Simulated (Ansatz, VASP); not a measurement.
# Two plane-wave programs on GaN

File INCAR:

```
SYSTEM = GaN
PREC = Accurate
ENCUT = 520
EDIFF = 1E-6
ISMEAR = 0
SIGMA = 0.012
LREAL = .FALSE.
LASPH = .TRUE.
NELM = 60
ALGO = Normal
ISIF = 2
LWAVE = .FALSE.
LCHARG = .TRUE.
GGA = PE
LELF = .TRUE.
LVHAR = .TRUE.
```

KPOINTS

```
Automatic mesh
0
G
  10 10 5
  0 0 0
```

The input POSCAR:

```
GaN
1.0
    3.1800000000      0.0000000000      0.0000000000
   -1.5900000000      2.7539607840      0.0000000000
    0.0000000000      0.0000000000      5.1660000000
Ga N
2 2
Direct
    0.6666666667      0.3333333333      0.5000000000
    0.3333333333      0.6666666667      0.0000000000
    0.6666666667      0.3333333333      0.8750000000
    0.3333333333      0.6666666667      0.3750000000
```

File input.yaml:

```yaml
crystal:
  lattice:
    - [3.18, 0.0, 0.0]
    - [-1.59, 2.753960784, 0.0]
    - [0.0, 0.0, 5.166]
  atoms:
    - { symbol: Ga, position: [0.6666666667, 0.3333333333, 0.5] }
    - { symbol: Ga, position: [0.3333333333, 0.6666666667, 0.0] }
    - { symbol: "N", position: [0.6666666667, 0.3333333333, 0.875] }
    - { symbol: "N", position: [0.3333333333, 0.6666666667, 0.375] }
hamiltonian:
  xc: pbe
  pseudopotentials: { kind: paw }
kpoints:
  mp_grid: { grid: [10, 10, 5] }
scf:
  occupations: { method: gaussian, width: 0.012 }
output:
  forces: true
  stress: true
  eigenvalues: true
```

Alike in both runs: task single point; functional PBE; k mesh 10 × 10 × 5; occupations gaussian, width 0.012 eV; no spin polarisation.

|  | VASP | Ansatz |
| --- | --- | --- |
| version | VASP 6.6.1 | Ansatz 0.2.0 |
| potentials or method | VASP PAW PBE potentials, release 64 (Ga_d, N) | Ansatz PAW |
| plane-wave cutoff (eV) | 520 | 420 |
| valence electrons in the cell | 36 | 36 |

|  | VASP | Ansatz | Ansatz less VASP |
| --- | --- | --- | --- |
| gap on the k mesh at the Fermi level (eV) | 1.97 | 1.96 | -0.008 |
| least direct gap on the mesh (eV) | 1.97 | 1.96 | -0.008 |
| pressure (GPa) | 7.3 | 7.3 | -0.02 |
| largest component of the traceless stress (GPa) | 1.45 | 1.43 | -0.013 |
| rms of the force components (eV/Å) | 0.078 | 0.079 | +0.0014 |

Atom by atom the forces differ by 0.001 eV/Å (rms over components).

Caveats: odd divisions of the mesh miss points on the zone boundary, where band edges often lie, so the gap on the mesh can be too wide (Ansatz); the pressure holds a Pulay correction of +0.5 GPa for the finite cutoff (Ansatz). Expect the measured gap to be larger: semilocal functionals such as PBE lack the derivative discontinuity.
